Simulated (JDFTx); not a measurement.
The system is MgSe.

```
Se Mg
1.0
     0.00000    2.72550    2.72550
     2.72550    0.00000    2.72550
     2.72550    2.72550    0.00000
Se Mg
1 1
Direct
  0.50000 0.50000 0.50000
  0.00000 0.00000 0.00000
```

Program: JDFTx 1.7.0 (patched build). Alike in all runs: task single point; potentials or basis SG15-PBE-1.2 with smoothed tails; no spin polarisation; cell as given; k mesh 4 × 4 × 4; cutoff (eV) 1088; smearing fermi-dirac 0.05 eV; the mesh is coarse, so values aren't converged.

**Question.** Order these runs on this cell by their band gap on the k mesh, lowest first.
A. level LDA
B. level r2SCAN
C. level PBEsol

**Answer.** A (1.43 eV), C (1.67 eV), B (2.42 eV).

Caveats: all runs use coarse meshes.

A k mesh can miss the band edges.
